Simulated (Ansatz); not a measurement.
SnSe2 (CdCl2 type), relaxed with r2SCAN+rVV10: 3 runs in the PAW code Ansatz, each a calculation of independent-particle optics. It is trigonal, R-3m (No. 166); conventional cell a = 3.825 Å, c = 19.005 Å, 26.75 Å³ an atom. Around Sn lie 6 Se at 2.71 Å; around Se lie 3 Sn at 2.71 Å. No spin polarisation. The prototype was imposed, so other structures may be more stable.

```xyz
3
Lattice="1.9123 1.1041 6.3351 -1.9123 1.1041 6.3351 0.0000 -2.2081 6.3351" Properties=species:S:1:pos:R:3 pbc="T T T"
Sn    0.0000    0.0000    0.0000
Se    0.0000    0.0000    4.7619
Se    0.0000    0.0000   14.2434
```

On meshes this coarse, single peaks can be features of the mesh. No local fields, no excitons; the zone sum runs over the cells of the mesh, and ε∞ includes the bands left out of the spectrum. Up to four peaks are listed, those above 15 % of the tallest and inside the complete range; the four can differ from row to row.

```tsv
functional	k mesh	broadening (eV)	scissors (eV)	range (eV)	direct gap on the mesh before scissors (eV)	ε∞ xx	ε∞ yy	ε∞ zz	complete up to (eV)	tallest peaks of mean ε₂ (eV)
PBE	6×6×6	0.1	0.00	0–12	0.55	11.29	11.29	9.70	12.0	3.50 4.70 5.05 5.60
r2SCAN	6×6×6	0.1	0.00	0–12	0.82	9.55	9.55	8.35	12.0	3.85 5.20 5.50 6.05
```

**Question.** Estimate from these rows what the further settings give.

| functional | k mesh | broadening (eV) | scissors (eV) | range (eV) |
| --- | --- | --- | --- | --- |
| PBE | 6×6×6 | 0.1 | 0.69 (to HSE06) | 0–12 |

**Answer.**
```json
{"functional": "PBE", "k mesh": "6×6×6", "broadening (eV)": "0.1", "scissors (eV)": "0.69 (to HSE06)", "range (eV)": "0–12", "direct gap on the mesh before scissors (eV)": "0.55", "ε∞ xx": "9.69", "ε∞ yy": "9.69", "ε∞ zz": "8.43", "complete up to (eV)": "12.0", "tallest peaks of mean ε₂ (eV)": "4.20 5.40 5.75 6.30"}
```

The fundamental gap is indirect (0.31 eV with PBE on 6×6×6); the table holds the direct one.

No spin-orbit coupling is included; it can move band edges with weight on the heavy atoms by tenths of an eV.
